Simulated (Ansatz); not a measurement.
# PbO2: the cost of one run

Method: DFT PBE, scalar-relativistic, plane waves, PAW, in Ansatz 0.2.0.

3 further runs of the same task are left out: 2 that didn't finish, 1 set aside as unsound or not needed. Runs told in other sessions of the task aren't counted.

## Step 1: The structure to begin with

Symmetry: I-42d, No. 122, tetragonal system. Conventional cell: a = 5.026 Å, b = 5.026 Å, c = 7.372 Å, α = 90.00°, β = 90.00°, γ = 90.00°. Si (site symmetry -4) has 4 O at 1.63 Å in its first shell of neighbours. O (site symmetry 2) has 2 Si at 1.63 Å in its first shell of neighbours.

As a file:

```
CELL_PARAMETERS angstrom
-2.51315 2.51315 3.68587
2.51315 -2.51315 3.68587
2.51315 2.51315 -3.68587
ATOMIC_POSITIONS crystal
Si 0.00000 0.00000 0.00000
Si 0.75000 0.25000 0.50000
O 0.37500 0.21748 0.34248
O 0.96748 0.62500 0.84248
O 0.78252 0.12500 0.15752
O 0.87500 0.03252 0.65752
```

It goes back to an entry of the Materials Project, which need not be the stable form.

This cell was relaxed beforehand with the same method: volume 15.52 Å³/atom, gap on the mesh 5.74 eV.

## Step 2: Swap Si → Pb

PbO2 starts from the relaxed positions of SiO2, with all lengths scaled by 1.087, a guess from tabulated radii.

## Step 3: Probe: one point at the start (PbO2)

File input.yaml:

```yaml
crystal:
  lattice:
    - [-2.7320978488, 2.7320978488, 4.006988968]
    - [2.7320978488, -2.7320978488, 4.006988968]
    - [2.7320978488, 2.7320978488, -4.006988968]
  atoms:
    - { symbol: Pb, position: [0.0, 0.0, 0.0] }
    - { symbol: Pb, position: [0.75, 0.25, 0.5] }
    - { symbol: O, position: [0.375, 0.2174786141, 0.3424786141] }
    - { symbol: O, position: [0.9674786141, 0.625, 0.8424786141] }
    - { symbol: O, position: [0.7825213859, 0.125, 0.1575213859] }
    - { symbol: O, position: [0.875, 0.0325213859, 0.6575213859] }
basis:
  ecutwfc: 420
kpoints:
  mp_grid: { grid: [6, 6, 6] }
hamiltonian:
  xc: pbe
scf:
  occupations: { method: gaussian, width: 0.1 }
output:
  forces: true
  stress: true
  eigenvalues: true
```

The run is started by

```sh
$ ansatz run input.yaml --threads 1 --pin off --max-ram 2560MiB --backend cpu --events-out ev --progress --plain --runs-dir out
```

What time and memory should one allow on 1 thread of Arm Neoverse V2, shared host?

About 9.9 s, with a peak of 0.36 GiB.
